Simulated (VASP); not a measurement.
# CrO2 (P4_2/mnm) in VASP: notebook

The runs below take CrO2 through relaxation of cell and atoms, with LDA.

All numbers are computed with VASP 6.6.1; they aren't measurements. Logs are shortened: lines on timing, memory, paths and dates and some standing lists are left out, and cuts for length are marked.

### Step 1. Starting point

Symmetry: P4_2/mnm, No. 136, tetragonal system. The conventional cell has a = 4.421 Å, b = 4.421 Å, c = 2.917 Å, α = 90.00°, β = 90.00°, γ = 90.00°. Cr (site symmetry mmm) has 6 O at 1.88 to 1.92 Å as nearest neighbours. O (site symmetry m2m) is surrounded by 3 Cr at 1.88 to 1.92 Å.

### Step 2. Relaxation of cell and atoms, LDA, collinear spin, ferromagnetic start

File INCAR:

```
PREC = Accurate
ENCUT = 520
EDIFF = 1E-7
ISMEAR = 0
SIGMA = 0.02
LREAL = F
LASPH = T
NELM = 150
ALGO = Normal
ISIF = 3
LWAVE = F
LCHARG = F
ISPIN = 2
MAGMOM = 2 2 0 0 0 0
LORBIT = 11
LMAXMIX = 4
IBRION = 2
NSW = 80
EDIFFG = -0.002
KPAR = 4
```

File KPOINTS:

```
Automatic mesh
0
Gamma
  8 8 10
```

File POSCAR:

```
CrO2
1.0
    4.4210000000      0.0000000000      0.0000000000
    0.0000000000      4.4210000000      0.0000000000
    0.0000000000      0.0000000000      2.9170000000
Cr O
2 4
Direct
    0.0000000000      0.0000000000      0.0000000000
    0.5000000000      0.5000000000      0.5000000000
    0.3010000000      0.3010000000      0.0000000000
    0.1990000000      0.8010000000      0.5000000000
    0.6990000000      0.6990000000      0.0000000000
    0.8010000000      0.1990000000      0.5000000000
```

Potentials or basis: VASP PAW LDA potentials, release 64 (Cr_pv, O).

Run with:

```console
> cat potpaw_LDA.64/Cr_pv/POTCAR potpaw_LDA.64/O/POTCAR > POTCAR
> mpirun -np 4 vasp_std > vasp.out
```

OUTCAR:

```text
PREC = Accurate
   ENCUT = 520
   EDIFF = 1E-7
   ISMEAR = 0
   LREAL = F
   LASPH = T
   NELM = 150
   ISIF = 3
   ISPIN = 2
   LORBIT = 11
   IBRION = 2
   NSW = 80
   EDIFFG = -0.002

 ion  position               nearest neighbor table
   1  0.000  0.000  0.000-   3 1.88   5 1.88   4 1.92   6 1.92   4 1.92   6 1.92
   2  0.500  0.500  0.500-   4 1.88   6 1.88   5 1.92   3 1.92   3 1.92   5 1.92
   3  0.301  0.301  0.000-   1 1.88   2 1.92   2 1.92
   4  0.199  0.801  0.500-   2 1.88   1 1.92   1 1.92
   5  0.699  0.699  0.000-   1 1.88   2 1.92   2 1.92
   6  0.801  0.199  0.500-   2 1.88   1 1.92   1 1.92

  LATTYP: Found a simple tetragonal cell.
 ALAT       =     4.4210000000
 C/A-ratio  =     0.6598054739

  Lattice vectors:

 A1 = (   4.4210000000,   0.0000000000,   0.0000000000)
 A2 = (   0.0000000000,   4.4210000000,   0.0000000000)
 A3 = (   0.0000000000,   0.0000000000,   2.9170000000)

Analysis of symmetry for initial positions (statically):
=====================================================================
 Subroutine PRICEL returns:
 Original cell was already a primitive cell.

 Routine SETGRP: Setting up the symmetry group for a
 simple tetragonal supercell.

 Subroutine GETGRP returns: Found 16 space group operations
 (whereof  8 operations were pure point group operations)
 out of a pool of 16 trial point group operations.

The static configuration has the point symmetry D_2h.
 The point group associated with its full space group is D_4h.

Analysis of symmetry for dynamics (positions and initial velocities):
=====================================================================
 Subroutine PRICEL returns:
 Original cell was already a primitive cell.

 Routine SETGRP: Setting up the symmetry group for a
 simple tetragonal supercell.

 Subroutine GETGRP returns: Found 16 space group operations
 (whereof  8 operations were pure point group operations)
 out of a pool of 16 trial point group operations.

The dynamic configuration has the point symmetry D_2h.
 The point group associated with its full space group is D_4h.

Analysis of structural, dynamic, and magnetic symmetry:
=====================================================================
 Subroutine PRICEL returns:
 Original cell was already a primitive cell.

 Routine SETGRP: Setting up the symmetry group for a
 simple tetragonal supercell.

 Subroutine GETGRP returns: Found 16 space group operations
 (whereof  8 operations were pure point group operations)
 out of a pool of 16 trial point group operations.

The overall configuration has the point symmetry D_2h.
 The point group associated with its full space group is D_4h.

 Subroutine INISYM returns: Found 16 space group operations
[... 130 lines left out ...]
   GGA     = CA    functional components
   LHFCALC =     F    Hartree Fock is set to
   AEXX    =    0.0000 exact exchange contribution
   IVDW    =     0    specifies the selected vdW correction
   LEPSILON=     F    determine dielectric tensor
   LRPA    =     F    only Hartree local field effects (RPA)
 conjugate gradient relaxation of ions
 spin polarized calculation
 Gauss-broadening in eV      SIGMA  =   0.02
  energy-cutoff  :      520.00
  volume of cell :       57.01
 maximum number of plane-waves:      1567
 NGX is ok and might be reduce to    36
   NGX = 17   NGY = 17   NGZ = 11

--------------------------------------- Ionic step        1  -------------------------------------------

 number of electron      48.0000028 magnetization       3.9999787

 Free energy of the ion-electron system (eV)
  ---------------------------------------------------
  ext. energy  EPLUGINS =         0.00000000
  ---------------------------------------------------
  free energy    TOTEN  =       -55.55283928 eV

  energy without entropy =      -55.55246658  energy(sigma->0) =      -55.55265293

------------------------ aborting loop because EDIFF is reached ----------------------------------------

  FORCE on cell =-STRESS in cart. coord.  units (eV):
  Direction    XX          YY          ZZ          XY          YZ          ZX
  --------------------------------------------------------------------------------------
  -------------------------------------------------------------------------------------
  Total       -4.2167670     -4.2167670     -5.6663508     -0.0000000      0.0000000      0.0000000
  in kB     -118.4984650   -118.4984650   -159.2342848     -0.0000000      0.0000000      0.0000000
  external PRESSURE =    -132.0770716 kB  Pullay stress =       0.0000000 kB
[... 307 lines left out ...]
--------------------------------------- Ionic step        9  -------------------------------------------

 number of electron      47.9999988 magnetization       3.9999995

 Free energy of the ion-electron system (eV)
  ---------------------------------------------------
  ext. energy  EPLUGINS =         0.00000000
  ---------------------------------------------------
  free energy    TOTEN  =       -55.68162466 eV

  energy without entropy =      -55.68132589  energy(sigma->0) =      -55.68147527

 E-fermi :   6.2221     XC(G=0): -12.7657

 val. band max:        6.1934600002   @ k =   0.3750   0.0000   0.1000
 cond. band min:       6.2227866079   @ k =   0.1250   0.0000   0.2000
 fundamental gap:      0.0293266077
 Fermi energy:         6.2221214565

 spin component 1

 k-point     1 :       0.0000    0.0000    0.0000
  band No.  band energies     occupation
      1     -38.4114      1.00000
      2     -38.4114      1.00000
      3     -38.2597      1.00000
      4     -38.2597      1.00000
      5     -38.1860      1.00000
      6     -38.1675      1.00000
[... 781 lines left out ...]
     29       9.1000      0.00000
     30       9.1000      0.00000

 [... further k-points ...]

 spin component 2

 k-point     1 :       0.0000    0.0000    0.0000
  band No.  band energies     occupation
      1     -36.6459      1.00000
      2     -36.6459      1.00000
      3     -36.3251      1.00000
      4     -36.3251      1.00000
      5     -36.1491      1.00000
      6     -36.1275      1.00000
[... 816 lines left out ...]
  FREE ENERGIE OF THE ION-ELECTRON SYSTEM (eV)
  ---------------------------------------------------
  free  energy   TOTEN  =       -55.6816246607 eV

  energy  without entropy=      -55.6813258863  energy(sigma->0) =      -55.68147527

 reached required accuracy - stopping structural energy minimisation

 total charge

# of ion       s       p       d       tot
------------------------------------------
    1        0.378   6.518   4.132  11.027
    2        0.378   6.518   4.132  11.027
    3        1.561   3.468   0.000   5.028
    4        1.561   3.468   0.000   5.028
    5        1.561   3.468   0.000   5.028
    6        1.561   3.468   0.000   5.028
--------------------------------------------------
tot          6.999  26.905   8.264  42.168

 magnetization (x)

# of ion       s       p       d       tot
------------------------------------------
    1        0.025   0.028   1.935   1.988
    2        0.025   0.028   1.935   1.988
    3       -0.002  -0.025   0.000  -0.027
    4       -0.002  -0.025   0.000  -0.027
    5       -0.002  -0.025   0.000  -0.027
    6       -0.002  -0.025   0.000  -0.027
--------------------------------------------------
tot          0.042  -0.046   3.869   3.866
```

OSZICAR:

```text
N       E                     dE             d eps       ncg     rms          rms(c)
DAV:   1     0.605860527249E+03    0.60586E+03   -0.26916E+04 10808   0.180E+03
DAV:   2     0.271326163351E+01   -0.60315E+03   -0.56761E+03 11634   0.524E+02
[... 84 lines left out ...]
       N       E                     dE             d eps       ncg     rms          rms(c)
DAV:   1    -0.556816373656E+02   -0.16056E-04   -0.79280E-04 10908   0.232E-01    0.331E-02
DAV:   2    -0.556816293705E+02    0.79951E-05   -0.58429E-05 12118   0.836E-02    0.237E-02
DAV:   3    -0.556816259523E+02    0.34183E-05   -0.21887E-05 13908   0.461E-02    0.120E-02
DAV:   4    -0.556816246732E+02    0.12791E-05   -0.65970E-06 14444   0.218E-02    0.124E-02
DAV:   5    -0.556816246607E+02    0.12437E-07   -0.29461E-07  9926   0.453E-03
   9 F= -.55681625E+02 E0= -.55681475E+02  d E =-.337686E-05  mag=     4.0000
```

It took 5.6 min on 4 MPI ranks of Intel Xeon Platinum 8488C (Sapphire Rapids), shared host; peak memory 0.34 GiB.

What came out:

| Item | Value |
| --- | --- |
| Free energy | -55.6816 eV |
| Relaxed volume | 9.05 Å³/atom |
| Relaxed cell | a = 4.359 Å, b = 4.359 Å, c = 2.859 Å, α = 90.00°, β = 90.00°, γ = 90.00° |
| Space group after relaxing (to 0.05 Å) | P4_2/mnm (No. 136) |
| Energy gained by relaxing | 21.5 meV/atom |
| Ionic steps | 9 |
| Pressure after relaxing | 0.0 GPa |
| Band gap on the k mesh | none (metal or under the smearing width) |
| Net moment | 4.00 μB per cell |
| Site moments | Cr +1.99; O -0.03 μB |
| Valence electrons inside the program's atomic spheres | Cr 11.03; O 5.03 |

The path:
| step | energy change (eV) | largest force (eV/Å) | pressure (GPa) | volume (Å³) |
| --- | --- | --- | --- | --- |
| 1 | 0.0000 | 0.3771 | -13.21 | 57.01 |
| 2 | 0.1245 | 0.5079 | 23.34 | 50.79 |
| 3 | -0.1278 | 0.1022 | -0.10 | 54.30 |
| 4 | -0.1279 | 0.0952 | 0.21 | 54.25 |
| 5 | -0.1288 | 0.0015 | 0.07 | 54.31 |
| 6 | -0.1288 | 0.0012 | 0.07 | 54.31 |
| 7 | -0.1288 | 0.0031 | -0.08 | 54.34 |
| 8 | -0.1288 | 0.0027 | -0.03 | 54.33 |
| 9 | -0.1288 | 0.0002 | 0.00 | 54.32 |

Final structure:
```
Cr O
1.0
     4.35880    0.00000    0.00000
     0.00000    4.35880    0.00000
     0.00000    0.00000    2.85929
Cr O
2 4
Cartesian
  4.3588 0.0000 0.0000
  2.1794 2.1794 1.4296
  1.3203 1.3203 0.0000
  0.8591 3.4997 1.4296
  3.0385 3.0385 0.0000
  3.4997 0.8591 1.4296
```

Caveat: semilocal functionals often make such compounds metallic where correlation or magnetic order opens a gap, which also shifts bond lengths; only a ferromagnetic start was run, and an antiferromagnetic order may lie lower in energy.

### Step 3. Relaxation of cell and atoms, LDA, collinear spin, ferromagnetic start

This run uses another cell than the first one, of 9.05 Å³/atom, 0.953 times its volume.

INCAR is that of step 2.

KPOINTS is that of step 2.

File POSCAR:

```
CrO2                                    
1.0
    4.3587989433      0.0000000000      0.0000000000
   -0.0000000000      4.3587989433      0.0000000000
    0.0000000000      0.0000000000      2.8592949575
  Cr              O             
     2     4
Direct
     1.0000000000000000    0.0000000000000000    0.0000000000000000
     0.5000000000000000    0.5000000000000000    0.5000000000000000
     0.3029112077172469    0.3029112077172469    0.0000000000000000
     0.1970887922827530    0.8029112077172469    0.5000000000000000
     0.6970887922827531    0.6970887922827531    0.0000000000000000
     0.8029112077172469    0.1970887922827530    0.5000000000000000
```

Potentials or basis: VASP PAW LDA potentials, release 64 (Cr_pv, O).

Run with:

```console
> cat potpaw_LDA.64/Cr_pv/POTCAR potpaw_LDA.64/O/POTCAR > POTCAR
> mpirun -np 4 vasp_std > vasp.out
```

OUTCAR:

```text
PREC = Accurate
   ENCUT = 520
   EDIFF = 1E-7
   ISMEAR = 0
   LREAL = F
   LASPH = T
   NELM = 150
   ISIF = 3
   ISPIN = 2
   LORBIT = 11
   IBRION = 2
   NSW = 80
   EDIFFG = -0.002

 ion  position               nearest neighbor table
   1  0.000  0.000  0.000-   3 1.87   5 1.87   4 1.88   6 1.88   4 1.88   6 1.88
   2  0.500  0.500  0.500-   4 1.87   6 1.87   5 1.88   3 1.88   3 1.88   5 1.88
   3  0.303  0.303  0.000-   1 1.87   2 1.88   2 1.88
   4  0.197  0.803  0.500-   2 1.87   1 1.88   1 1.88
   5  0.697  0.697  0.000-   1 1.87   2 1.88   2 1.88
   6  0.803  0.197  0.500-   2 1.87   1 1.88   1 1.88

  LATTYP: Found a simple tetragonal cell.
 ALAT       =     4.3587989433
 C/A-ratio  =     0.6559823003

  Lattice vectors:

 A1 = (   4.3587989433,   0.0000000000,   0.0000000000)
 A2 = (   0.0000000000,   4.3587989433,   0.0000000000)
 A3 = (   0.0000000000,   0.0000000000,   2.8592949575)

Analysis of symmetry for initial positions (statically):
=====================================================================
 Subroutine PRICEL returns:
 Original cell was already a primitive cell.

 Routine SETGRP: Setting up the symmetry group for a
 simple tetragonal supercell.

 Subroutine GETGRP returns: Found 16 space group operations
 (whereof  8 operations were pure point group operations)
 out of a pool of 16 trial point group operations.

The static configuration has the point symmetry D_2h.
 The point group associated with its full space group is D_4h.

Analysis of symmetry for dynamics (positions and initial velocities):
[... 307 lines left out ...]
 Free energy of the ion-electron system (eV)
  ---------------------------------------------------
  ext. energy  EPLUGINS =         0.00000000
  ---------------------------------------------------
  free energy    TOTEN  =       -55.67676003 eV

  energy without entropy =      -55.67646125  energy(sigma->0) =      -55.67661064

 E-fermi :   6.2234     XC(G=0): -12.7661

 val. band max:        6.1947245851   @ k =   0.3750   0.0000   0.1000
 cond. band min:       6.2240753060   @ k =   0.1250   0.0000   0.2000
 fundamental gap:      0.0293507209
 Fermi energy:         6.2234018032

 spin component 1

 k-point     1 :       0.0000    0.0000    0.0000
  band No.  band energies     occupation
      1     -38.4100      1.00000
      2     -38.4100      1.00000
      3     -38.2585      1.00000
      4     -38.2585      1.00000
      5     -38.1846      1.00000
      6     -38.1662      1.00000
[... 781 lines left out ...]
     29       9.1014      0.00000
     30       9.1014      0.00000

 [... further k-points ...]

 spin component 2

 k-point     1 :       0.0000    0.0000    0.0000
  band No.  band energies     occupation
      1     -36.6445      1.00000
      2     -36.6445      1.00000
      3     -36.3239      1.00000
      4     -36.3239      1.00000
      5     -36.1476      1.00000
      6     -36.1261      1.00000
[... 816 lines left out ...]
  FREE ENERGIE OF THE ION-ELECTRON SYSTEM (eV)
  ---------------------------------------------------
  free  energy   TOTEN  =       -55.6767600309 eV

  energy  without entropy=      -55.6764612516  energy(sigma->0) =      -55.67661064

 reached required accuracy - stopping structural energy minimisation

 total charge

# of ion       s       p       d       tot
------------------------------------------
    1        0.378   6.518   4.132  11.028
    2        0.378   6.518   4.132  11.028
    3        1.562   3.467   0.000   5.029
    4        1.562   3.467   0.000   5.029
    5        1.562   3.467   0.000   5.029
    6        1.562   3.467   0.000   5.029
--------------------------------------------------
tot          7.004  26.905   8.264  42.172

 magnetization (x)

# of ion       s       p       d       tot
------------------------------------------
    1        0.025   0.028   1.935   1.988
    2        0.025   0.028   1.935   1.988
    3       -0.002  -0.025   0.000  -0.027
    4       -0.002  -0.025   0.000  -0.027
    5       -0.002  -0.025   0.000  -0.027
    6       -0.002  -0.025   0.000  -0.027
--------------------------------------------------
tot          0.042  -0.046   3.869   3.866
```

Wall time 91 s (4 MPI ranks of Intel Xeon Platinum 8488C (Sapphire Rapids), shared host); peak memory 0.31 GiB.

What came out:

```
Free energy                                           : -55.6768 eV
Energy gained by relaxing                             : 0.0 meV/atom
Ionic steps                                           : 4
Pressure after relaxing                               : 0.0 GPa
Band gap on the k mesh                                : none (metal or under the smearing width)
Net moment                                            : 4.00 μB per cell
Site moments                                          : Cr +1.99; O -0.03 μB
Valence electrons inside the program's atomic spheres : Cr 11.03; O 5.03
```

Final structure:
```
CELL_PARAMETERS angstrom
4.35869 0.00000 0.00000
0.00000 4.35869 0.00000
0.00000 0.00000 2.85926
ATOMIC_POSITIONS crystal
Cr 0.00000 0.00000 0.00000
Cr 0.50000 0.50000 0.50000
O 0.30291 0.30291 0.00000
O 0.19709 0.80291 0.50000
O 0.69709 0.69709 0.00000
O 0.80291 0.19709 0.50000
```

Levels at points of the mesh, in eV from the Fermi level:
Spin up:
```
           k point  band 23  band 24  band 25  band 26  band 27  band 28  band 29  band 30
(0.00, 0.00, 0.00)    -1.46    -1.15    -1.15    -1.12    -0.83     1.18     1.27     2.89
(0.50, 0.00, 0.00)    -0.72    -0.72    -0.30    -0.30     0.34     0.34     2.88     2.88
(0.50, 0.50, 0.00)    -1.49    -1.49    -1.13    -1.13     0.90     0.90     2.83     2.83
(0.00, 0.00, 0.50)    -0.53    -0.53    -0.07    -0.07     0.79     0.79     2.50     2.50
(0.50, 0.00, 0.50)    -1.53    -1.53    -0.53    -0.53     0.97     0.97     1.70     1.70
(0.50, 0.50, 0.50)    -0.52    -0.52    -0.38    -0.38     0.05     0.05     2.88     2.88
```
Spin down:
```
           k point  band 20  band 21  band 22  band 23  band 24  band 25
(0.00, 0.00, 0.00)    -1.58    -1.58    -1.10     0.34     0.48     0.69
(0.50, 0.00, 0.00)    -3.22    -1.98    -1.98     1.07     1.07     1.35
(0.50, 0.50, 0.00)    -2.80    -2.45    -2.45     0.39     0.39     0.72
(0.00, 0.00, 0.50)    -4.09    -2.91    -2.91     1.31     1.31     1.61
(0.50, 0.00, 0.50)    -3.56    -2.34    -2.34     0.14     0.14     1.64
(0.50, 0.50, 0.50)    -2.73    -1.90    -1.90     0.91     0.91     1.55
```

Caveat: semilocal functionals often make such compounds metallic where correlation or magnetic order opens a gap, which also shifts bond lengths; only a ferromagnetic start was run, and an antiferromagnetic order may lie lower in energy.
